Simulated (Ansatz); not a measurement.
# Ionic part of the dielectric constant of CaF2 at 1 GPa, mode by mode

Level of theory: Ansatz 0.2.0, DFT LDA, scalar-relativistic, plane waves, PAW. Settings: 420 eV plane-wave cutoff, Γ-centred 8×8×8 mesh, fixed occupations. No spin polarisation. Phonons by linear response, acoustic sum rule imposed.

The structure is cubic, space group Fm-3m (No. 225). The conventional cell has a = 5.309 Å, b = 5.309 Å, c = 5.309 Å, α = 90.00°, β = 90.00°, γ = 90.00°. Ca (site symmetry m-3m) is surrounded by 8 F at 2.30 Å. F (site symmetry -43m) has 4 Ca at 2.30 Å as nearest neighbours.

The primitive cell has V = 37.41 Å³ and ε∞,zz = 2.376. Each polar mode adds Δε = (4.92064×10⁷/V)·S/ν² along z, with S its oscillator strength in e²/amu, ν in cm⁻¹ and V in Å³.

Task: From these modes, find each Δε and ε0,zz.
```csv
ν (cm⁻¹),S_zz (e²/amu)
284.4,0.2912
```

Result:
```
ν (cm⁻¹)    Δε
   284.4  4.73
```

The sum is 4.735, so ε0,zz = 7.11; the run's tensor has 7.11.

Task: Where do the longitudinal modes lie for a wave vector along z?

Result: At 492 cm⁻¹. The Lyddane–Sachs–Teller product Π(ν_LO/ν_TO)² = 2.99 matches ε0/ε∞ = 2.99.

Cost: 1 run of about 0.86 core-minutes, on Intel Xeon Processor @ 2.50GHz (Skylake/Cascade Lake) (shared hosts).

Lattice polarisation outweighs the electronic response here: the single polar mode adds 4.73 to an ε∞ of 2.376. This is typical of a strongly ionic, wide-gap fluoride. The tightly bound F 2p electrons polarise weakly, while the Ca sublattice moving against the F sublattice carries a large dipole. The same weak electronic screening leaves a strong macroscopic field, which lifts the longitudinal mode from 284.4 to 492 cm⁻¹. Fluorite's other optical mode, in which the two F sublattices move against each other, is Raman-active and carries no dipole, so it adds nothing. With only one polar mode, the Lyddane–Sachs–Teller agreement confirms internal consistency, not accuracy against experiment.

The cell edge of 5.309 Å is shorter than measured for CaF2, by more than such a modest pressure can explain, and the transverse mode is correspondingly stiff. LDA overbinding is the likely cause. ε∞ also lies above the measured value, probably because LDA overestimates the electronic polarisability. A single pressure doesn't show how the ionic part changes under compression.
